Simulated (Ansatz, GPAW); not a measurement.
This is a calculation of W (Tungsten) for GPAW 26.7.0 (ASE script). 

File run.py:

```python
from ase import Atoms
from ase.dft.bandgap import bandgap
from ase.io import write
from ase.units import Bohr, GPa
from gpaw import GPAW, PW
from gpaw.elf import elf_from_dft_calculation

atoms = Atoms(['W'],
              cell=[[-1.582345, 1.582345, 1.582345],
                    [1.582345, -1.582345, 1.582345],
                    [1.582345, 1.582345, -1.582345]],
              scaled_positions=[[0.0, 0.0, 0.0]],
              pbc=True)

calc = GPAW(mode=PW(600),
            xc='PBE',
            kpts={'size': (12, 12, 12), 'gamma': True},
            occupations={'name': 'methfessel-paxton', 'order': 0, 'width': 0.012},
            nbands=16,
            convergence={'density': 1e-05, 'energy': 1e-05},
            maxiter=150,
            txt='gpaw.txt')
atoms.calc = calc
energy = atoms.get_potential_energy()
forces = atoms.get_forces()
stress = atoms.get_stress()
calc.write('gs.gpw')
write('result.traj', atoms)
print(f'Energy: {energy:.6f} eV')
print('Forces (eV/A):')
print(forces.round(4))
print('Stress (GPa):', (stress / GPa).round(3))
print('Fermi level:', round(calc.get_fermi_level(), 4), 'eV')
print(f'Gap: {bandgap(calc)[0]:.4f} eV, direct: {bandgap(calc, direct=True)[0]:.4f} eV')

# fields on the real-space grid
write('density.cube', atoms, data=calc.get_pseudo_density() * Bohr**3)
write('potential.cube', atoms, data=calc.get_electrostatic_potential())
write('elf.cube', atoms, data=elf_from_dft_calculation(calc).data)
```

Potentials or basis: GPAW PAW data sets (gpaw-data 1.2.1), pw.

Run with:

```bash
$ OMP_NUM_THREADS=1 python run.py
```

Question: Translate it to Ansatz 0.2.0. Potentials or basis there: Ansatz PAW, cutoff 420 eV.

Answer: As run (cutoffs and basis follow the program's own potentials, and thresholds, step limits or extra output files can differ):

The input input.yaml:

```yaml
crystal:
  lattice:
    - [-1.582345, 1.582345, 1.582345]
    - [1.582345, -1.582345, 1.582345]
    - [1.582345, 1.582345, -1.582345]
  atoms:
    - { symbol: W, position: [0.0, 0.0, 0.0] }
hamiltonian:
  xc: pbe
  pseudopotentials: { kind: paw }
kpoints:
  mp_grid: { grid: [12, 12, 12] }
scf:
  occupations: { method: gaussian, width: 0.012 }
output:
  forces: true
  stress: true
  eigenvalues: true
  write_density: true
  write_potential: true
  elf: true
  volumetric_format: npy
```

Potentials or basis: Ansatz PAW.

Run with:

```sh
$ ansatz run input.yaml --threads 2 --pin off --max-ram 5632MiB --backend cpu --events-out ev --progress --plain --runs-dir out
```

Both were run:

|  | GPAW | Ansatz |
| --- | --- | --- |
| Pressure | 5.9 GPa | 6.0 GPa |

Ansatz's pressure holds a Pulay term of +0.08 GPa for its cutoff of 420 eV, which the other run lacks.

Where Ansatz's input types no cutoff or centring, it takes its own default and a Γ-centred mesh.

Pressure is positive in compression.
